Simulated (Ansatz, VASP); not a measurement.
## BP in two plane-wave programs

One calculation is typed for both programs; each brings its own data sets and cutoff. How far apart do they land? The cell is taken from a series of VASP runs on this material, whose earlier steps may have relaxed, scaled or displaced it; both programs get it as it stands.

Method: plane waves, with VASP 6.6.1 beside it; relaxation of cell and atoms at LDA, in Ansatz 0.2.0.

**1. Set-up**

Symmetry: F-43m, No. 216, cubic system. Conventional cell: a = 4.490 Å, b = 4.490 Å, c = 4.490 Å, α = 90.00°, β = 90.00°, γ = 90.00°. P has 4 B at 1.94 Å nearest. Nearest to B lie 4 P at 1.94 Å. Farther neighbours are not listed.

Structure file:

```
P B
1.0
     0.00000    2.24502    2.24502
     2.24502    0.00000    2.24502
     2.24502    2.24502    0.00000
P B
1 1
Direct
  0.75000 0.75000 0.75000
  0.00000 0.00000 0.00000
```

**2. VASP: relaxation of cell and atoms, LDA**

The relaxed volume is the usual yardstick between codes: its relative difference is about their pressure difference at one cell divided by the bulk modulus.

Lines of VASP's logs that name or quote its potential files are left out, and so is its time.

File INCAR:

```
SYSTEM = BP
PREC = Accurate
ENCUT = 450
EDIFF = 1E-07
NELM = 100
ISMEAR = 0
SIGMA = 0.03
LREAL = .FALSE.
ALGO = Normal
GGA = CA
NBANDS = 10
LORBIT = 11
LWAVE = .FALSE.
LCHARG = .FALSE.
KPAR = 2
IBRION = 2
NSW = 50
ISIF = 3
EDIFFG = -0.002
```

File POSCAR:

```
BP
1.0
    0.0000000000      2.2450226657      2.2450226657
    2.2450226657      0.0000000000      2.2450226657
    2.2450226657      2.2450226657      0.0000000000
P B
1 1
Direct
    0.7500000000      0.7500000000      0.7500000000
    0.0000000000      0.0000000000      0.0000000000
```

File KPOINTS:

```
Automatic mesh
0
Gamma
8 8 8
0 0 0
```

The projector-augmented-wave data sets are P and B (LDA family, release 64).

Command:

```console
$ mpirun -np 2 vasp_std
```

Numbers of over 12 decimals in the logs are rounded to 6 here.

The program printed:

```text
[banner, memory and clock lines left out]
running    2 mpi-ranks, on    1 nodes
 distrk:  each k-point on    1 cores,    2 groups
 distr:  one band on    1 cores,    1 groups

 POSCAR found type information on POSCAR P B
 POSCAR found :  2 types and       2 ions
 LDA part: xc-table for (Slater(with rela. corr.)+CA(PZ))
 , standard interpolation
 POSCAR, INCAR and KPOINTS ok, starting setup
 FFT: planning ... GRIDC
 FFT: planning ... GRID_SOFT
 FFT: planning ... GRID
 WAVECAR not read
 entering main loop
       N       E                     dE             d eps       ncg     rms          rms(c)
DAV:   1     0.528424408697E+01    0.52842E+01   -0.36788E+03   580   0.636E+02
DAV:   2    -0.147786301609E+02   -0.20063E+02   -0.19327E+02   818   0.106E+02
DAV:   3    -0.152963822259E+02   -0.51775E+00   -0.51686E+00   692   0.150E+01
DAV:   4    -0.152985702312E+02   -0.21880E-02   -0.21878E-02   724   0.117E+00
DAV:   5    -0.152985804750E+02   -0.10244E-04   -0.10243E-04   708   0.729E-02    0.769E+00
DAV:   6    -0.145330103525E+02    0.76557E+00   -0.17782E+00   648   0.624E+00    0.407E+00
DAV:   7    -0.144099357710E+02    0.12307E+00   -0.29413E-01   728   0.290E+00    0.131E+00
DAV:   8    -0.143968471918E+02    0.13089E-01   -0.35430E-02   684   0.105E+00    0.245E-01
DAV:   9    -0.143968758405E+02   -0.28649E-04   -0.74218E-04   660   0.205E-01    0.161E-01
DAV:  10    -0.143968725389E+02    0.33017E-05   -0.13850E-04   646   0.707E-02    0.337E-02
DAV:  11    -0.143968744966E+02   -0.19577E-05   -0.67856E-06   736   0.139E-02    0.379E-02
DAV:  12    -0.143968741597E+02    0.33690E-06   -0.19234E-06   674   0.633E-03    0.881E-03
DAV:  13    -0.143968741664E+02   -0.67085E-08   -0.71643E-08   348   0.172E-03
   1 F= -.14396874E+02 E0= -.14396874E+02  d E =-.143969E+02
 curvature:   0.00 expect dE= 0.000E+00 dE for cont linesearch  0.000E+00
 trial: gam= 0.00000 g(F)=  0.545E-50 g(S)=  0.225E-06 ort = 0.000E+00 (trialstep = 0.100E+01)
 search vector abs. value=  0.225E-06
 reached required accuracy - stopping structural energy minimisation
```

Parts of OUTCAR (step 2):

```text
ion  position               nearest neighbor table
   1  0.750  0.750  0.750-   2 1.94   2 1.94   2 1.94   2 1.94
   2  0.000  0.000  0.000-   1 1.94   1 1.94   1 1.94   1 1.94

  LATTYP: Found a face centered cubic cell.
 ALAT       =     4.4900453314

 Subroutine GETGRP returns: Found 24 space group operations
 (whereof 24 operations were pure point group operations)

The static configuration has the point symmetry T_d .

 Found     29 irreducible k-points:

   k-points           NKPTS =     29   k-points in BZ     NKDIM =     29   number of bands    NBANDS=     10

   dimension x,y,z NGX =    24 NGY =   24 NGZ =   24
   dimension x,y,z NGXF=    48 NGYF=   48 NGZF=   48

   ENCUT  =  450.0 eV  33.07 Ry    5.75 a.u.   5.49  5.49  5.49*2*pi/ulx,y,z

   NELECT =       8.0000    total number of electrons

 k-points in reciprocal lattice and weights: Automatic mesh
   0.00000000  0.00000000  0.00000000       0.002
   0.12500000  0.00000000  0.00000000       0.016
   0.25000000  0.00000000  0.00000000       0.016
   0.37500000  0.00000000  0.00000000       0.016
   0.50000000  0.00000000  0.00000000       0.008
   0.12500000  0.12500000  0.00000000       0.012
   0.25000000  0.12500000  0.00000000       0.047
   0.37500000  0.12500000  0.00000000       0.047
   0.50000000  0.12500000  0.00000000       0.047
[...]
-0.37500000  0.50000000  0.12500000       0.023
  -0.25000000  0.50000000  0.25000000       0.012

 average (electrostatic) potential at core
       1 -81.8952       2 -29.5432

 E-fermi :   7.9852

 k-point     1 :       0.0000    0.0000    0.0000
  band No.  band energies     occupation
      1      -7.8828      2.00000
      2       7.7915      2.00000
      3       7.7915      2.00000
      4       7.7915      2.00000
      5      11.2205      0.00000
      6      11.2205      0.00000
      7      11.2205      0.00000
      8      15.6507      0.00000
      9      19.2745      0.00000
    ...

 k-point     2 :       0.1250    0.0000    0.0000
  band No.  band energies     occupation
      1      -7.5946      2.00000
      2       5.9171      2.00000
      3       7.3537      2.00000
      4       7.3537      2.00000
      5      11.7903      0.00000
      6      11.8252      0.00000
      7      11.8252      0.00000
      8      16.3586      0.00000
      9      19.0911      0.00000
    ...

 k-point     3 :       0.2500    0.0000    0.0000
  band No.  band energies     occupation
      1      -6.7477      2.00000
      2       2.8737      2.00000
      3       6.6530      2.00000
      4       6.6530      2.00000
      5      11.9306      0.00000
      6      12.5929      0.00000
      7      12.5929      0.00000
      8      17.5692      0.00000
      9      18.8161      0.00000
    ...

  Total       -0.0017631     -0.0017631     -0.0017631      0.0000000      0.0000000      0.0000000
  in kB       -0.1248205     -0.1248205     -0.1248205      0.0000000      0.0000000      0.0000000
  external PRESSURE =      -0.1248205 kB  Pullay stress =       0.0000000 kB

  energy-cutoff  :      450.00
  volume of cell :       22.63
      direct lattice vectors                 reciprocal lattice vectors
     0.000000000  2.245022666  2.245022666    -0.222714901  0.222714901  0.222714901
     2.245022666  0.000000000  2.245022666     0.222714901 -0.222714901  0.222714901
     2.245022666  2.245022666  0.000000000     0.222714901  0.222714901 -0.222714901

 POSITION                                       TOTAL-FORCE (eV/Angst)
 -----------------------------------------------------------------------------------
      3.36753      3.36753      3.36753        -0.000000      0.000000      0.000000
      0.00000      0.00000      0.00000         0.000000     -0.000000     -0.000000
 -----------------------------------------------------------------------------------
    total drift:                               -0.000000     -0.000000     -0.000000

  FREE ENERGIE OF THE ION-ELECTRON SYSTEM (eV)
  ---------------------------------------------------
  free  energy   TOTEN  =       -14.3968741664 eV

  energy  without entropy=      -14.3968741664  energy(sigma->0) =      -14.39687417

 reached required accuracy - stopping structural energy minimisation

 total charge
# of ion       s       p       d       tot
------------------------------------------
    1        0.994   1.602   0.000   2.597
    2        0.668   1.320   0.000   1.988
--------------------------------------------------
tot          1.662   2.923   0.000   4.585

[... 3 further parts left out ...]
```

The gap is read on the k-mesh alone, so it is an upper bound where the band edges lie off the mesh. The run keeps the 24 symmetry operations of its start, so it cannot find a distortion of lower symmetry.

**3. Ansatz: relaxation of cell and atoms, LDA**

Ansatz runs on its default PAW (the set named soft_2) files.

The same cell, functional (in two slightly different forms), mesh and smearing now go to Ansatz, which takes its cutoff from its data sets.

File input.yaml:

```yaml
crystal:
  lattice:
    - [0.0, 2.2450226657, 2.2450226657]
    - [2.2450226657, 0.0, 2.2450226657]
    - [2.2450226657, 2.2450226657, 0.0]
  atoms:
    - { symbol: P, position: [0.75, 0.75, 0.75] }
    - { symbol: B, position: [0.0, 0.0, 0.0] }
hamiltonian:
  xc: lda
  pseudopotentials: { kind: paw }
kpoints:
  mp_grid: { grid: [8, 8, 8] }
scf:
  occupations: { method: gaussian, width: 0.03 }
relax:
  f_tol: 0.01
  max_steps: 60
  cell: { stress_tol: 0.05 }
output:
  forces: true
  stress: true
```

Command:

```console
$ ansatz run input.yaml --threads 4 --pin off --max-ram 9216MiB --backend cpu --events-out ev --progress --plain --runs-dir out
```

The program printed:

```text
Engine: ansatz 0.2.0, x86_64-unknown-linux-gnu
Pseudopotentials: kind: paw
Pseudopotential: P, paw, valence charge 5, recommended cutoff 420 eV (normal), P.paw.azcp
Pseudopotential: B, paw, valence charge 3, recommended cutoff 420 eV (normal), B.paw.azcp
Functional definition: SPW92
  exchange = slater_x
  correlation = pw_c
Crystal: 2 atoms, lattice volume = 22.630 Å³
Basis set: ecut = 420 eV, 459 PW (Γ)
Bands: 8, of which v1, the nominal top of the filled ones, is band 4 counted from 1 (3 counted from 0)
Symmetry: 24 space group operations
Space group: F-43m (ITA 216), of the structure as read, at distance tolerance 2.8e-5 Å
k-points: 29 of 512 (time reversal used)
Non-local potential: P, projectors of the file, l = 0: 2, l = 1: 2, l = 2: 2
Non-local potential: B, projectors of the file, l = 0: 2, l = 1: 2, l = 2: 1
PAW form: soft (Blöchl's): semilocal exchange-correlation on the pseudo side does not see the compensation charge
PAW frozen core: P, regenerated for the run's functional, and the local potential with it (the file was generated under x = pbe(κ = 0.804, μ = 0.219515), c = pbe(β = 0.066725))
PAW frozen core: B, regenerated for the run's functional, and the local potential with it (the file was generated under x = pbe(κ = 0.804, μ = 0.219515), c = pbe(β = 0.066725))
PAW one-centre angular grid: P, 110 points (default); XC on 64 Gauss nodes
PAW one-centre angular grid: B, 110 points (default); XC on 64 Gauss nodes
Initial density: superposition of atomic densities (neutral atoms: chi_scale 0, normalization atom), corrected by the library's trained network
Initial wavefunctions: pseudopotential atomic-orbital guess
Functional: x = slater, c = lda
SCF iter   1: F=—  HF=-876.636711 eV  |F-HF|=—  |Δ(HF+E_count)|=         —  Δρ=5.33e-3  dr2=4.93e-3  ethr=1.77e-3  ⟨swp⟩=6.3  Hψ=2157  notcnv=0
preconditioner: auto → none  [insulator: Δε(μ)=1.174 eV  Ē_g=12.945 eV  σ=0.030 eV  W_gap=1.00  n_scr=0 (ndim 8)  ℏωp=22.1 eV  f_vac=0.000  D(μ)=0.00/eV (n_scr^D=0)  ε∞_Penn≈3.9]
SCF iter   2: F=—  HF=-876.635847 eV  |F-HF|=—  |Δ(HF+E_count)|=   8.63e-4  Δρ=2.37e-3  dr2=7.70e-4  ethr=6.17e-5  ⟨swp⟩=2.5  Hψ=628  notcnv=0
SCF iter   3: F=—  HF=-876.635676 eV  |F-HF|=—  |Δ(HF+E_count)|=   1.71e-4  Δρ=1.05e-3  dr2=1.17e-4  ethr=9.63e-6  ⟨swp⟩=2.2  Hψ=328  notcnv=0
SCF iter   4: F=—  HF=-876.635663 eV  |F-HF|=—  |Δ(HF+E_count)|=   1.31e-5  Δρ=4.66e-4  dr2=2.45e-5  ethr=1.46e-6  ⟨swp⟩=1.0  Hψ=232  notcnv=0
SCF iter   5: F=—  HF=-876.635658 eV  |F-HF|=—  |Δ(HF+E_count)|=   5.01e-6  Δρ=1.08e-4  dr2=1.67e-6  ethr=3.07e-7  ⟨swp⟩=1.0  Hψ=232  notcnv=0
SCF iter   6: F=-876.635658 eV  HF=-876.635658 eV  |F-HF|=3.80e-8  |Δ(HF+E_count)|=   2.98e-7  Δρ=1.53e-5  dr2=5.61e-8  ethr=1.25e-9  ⟨swp⟩=3.1  Hψ=916  notcnv=0
SCF 1 converged in 6 iterations: F = -876.635658 eV  dr2 = 5.61e-8
  greatest PAW one-centre occupation: 0.772 electrons in one spin orbital (limit 2), on the P atom at site 0 (counted from 0), in its partial waves of l = 0
relax step   1: F+E_penalty+E_count = -876.63565768 eV  Δ(F+E_penalty+E_count) = +0.000e0 eV  max|allowed force component| = 3.146e-16 eV/Å  Δτ_max = 0.0000 Å  P = +0.068 GPa  Ω = 22.630 Å³  (6 SCF iters, dr2 threshold 1.00e-7 eV, accepted)
[...]
relax step   2: F+E_penalty+E_count = -876.63565390 eV  Δ(F+E_penalty+E_count) = +3.775e-6 eV  max|allowed force component| = 2.128e-16 eV/Å  Δτ_max = 0.0000 Å  P = +0.030 GPa  Ω = 22.635 Å³  energy of the carried Pulay correction = -5.230e-6 eV  (3 SCF iters, dr2 threshold 1.17e-8 eV, accepted)
[...]
relax step   3: F+E_penalty+E_count = -876.63569878 eV  Δ(F+E_penalty+E_count) = -4.488e-5 eV  max|allowed force component| = 1.665e-16 eV/Å  Δτ_max = 0.0000 Å  P = +0.031 GPa  Ω = 22.635 Å³  stress off target by 3.05e-2 GPa  SCF on the basis re-selected at this cell (its energy is not comparable with the rows above)  (5 SCF iters)
basis re-selected at this cell: Δ(F+E_penalty+E_count) = -4.488e-5 eV, ΔP = +0.000 GPa vs the last step (what re-selecting the basis moved, of the pressure what is left beyond the Pulay correction that the steps carried, after the strain that the cell walked since its last selection, with what the two solves' SCF thresholds leave and, on support functions, any second-order correction that the steps lacked; it is no m [...]
SCF converged after 5 iterations
Free energy (F): -876.635699 eV
Harris-Foulkes:  -876.635699 eV  (|F-HF|=3.30e-12)
Internal energy: -876.635699 eV  (E = F + TS)
E sigma→0 (E₀):  -876.635699 eV
Fermi energy:    10.082402 eV
--- Per-component energies (eV) ---
  E_band       = 23.249697
  E_kinetic    = 123.655830
  E_local      = -67.905596  (includes V_loc(G=0)·N_el)
  E_nonlocal   = 47.113976
  E_hartree    = 16.586797
  E_xc         = -94.960083
  E_vxc        = -101.260331  (∫ρ·V_xc dr)
  E_paw        = -612.769326  (= ΣΔE_a)
  E_vpaw       = -11.527762  (= ΣTr[D̂ρ^β])
  E_aug_tail   = -0.000000  (compensation charges beyond the density's cutoff)
  E_ewald      = -288.520482
  E_core_change = 0.163186  (= ΣΔE_core)
  E_smearing   = -0.000000  (= −TS)
  E_closure    = 0.000000  (closes the sum)
  Σ components = -876.635699   (vs F -876.635699, Δ=0.00e0)
--- Forces (eV/Å), atoms counted from 1 ---
  atom   1  P      0.00000000     0.00000000     0.00000000
  atom   2  B     -0.00000000     0.00000000     0.00000000
  max |Σ_I F_I| component: 7.40e-17 eV/Å
--- Stress (GPa, compression-positive) ---
        0.030543       0.000000      -0.000000
        0.000000       0.030543       0.000000
        0.000000       0.000000       0.030543
  P = ⅓ Tr σ = 0.0305 GPa (0.305 kbar)
--- Relaxed structure (2 steps of the walk, 2 accepted, 1 SCFs on fresh bases) ---
  F+E_penalty+E_count = -876.63569878 eV   max|allowed force component| = 1.665e-16 eV/Å   (the final SCF, on the basis selected at the relaxed cell)
  cell:  # Å, volume = 22.6351 Å³
    - [0.0, 2.245179, 2.245179]
    - [2.245179, 0, 2.245179]
    - [2.245179, 2.245179, 0]
  atoms:
    - { symbol: P, position: [0.750000, 0.750000, 0.750000] }
    - { symbol: B, position: [0, 0, 0] }
```

The job ended after 0.64 s (4 threads of Intel Xeon 6975P-C (Granite Rapids), shared host; peak memory 0.33 GiB; 1.4 s of CPU time).

**4. Differences**

Known differences besides the potentials themselves: the two LDA forms differ slightly; both relaxations stop at a tolerance, which leaves soft axes loose, and VASP keeps its plane-wave basis; the cutoff is 420 eV in Ansatz and 450 eV in VASP; VASP's log shows a relativistic correction to its local exchange, Ansatz's none; Ansatz adds a Pulay correction to the stress that steers its cell, VASP none. Total energies have different zeros and are not compared.

Both answers:

```tsv
quantity	Ansatz	VASP	difference
volume (Å³)	22.64	22.63	+0.02 %
edge a after relaxation, in the typed setting (Å)	3.175	3.175	+0.01 %
```

The walks stopped with 0.03 GPa left in Ansatz and -0.01 GPa in VASP; each walk ends within a tolerance, so the volume difference is uncertain by about these residues over the bulk modulus, most in soft cells.

**5. Outcome**

| Item | Value |
| --- | --- |
| difference in volume (relaxation of cell and atoms, LDA) | 0.021 % |

In words: The difference in volume is 0.021 % (relaxation of cell and atoms, LDA), within the 1.2 % picked in this series as the mark of a large difference, as far as the stopping tolerances let one tell. Such differences can come from data sets, numerical settings and the points named under the comparisons, not from the functional's error against experiment.

[Lines on the potential files, build, host, timing and source positions are cut from VASP's logs without a mark.]

[Logs are printed without paths, hosts, clocks, repeated set-up lines and the standing remarks that a program may print on its own settings, such as how far it seeks lower states.]

[Hosts, paths, dates, database ids (printed as entryN), source tags and the programs' standing remarks are cut or masked in the printed files.]
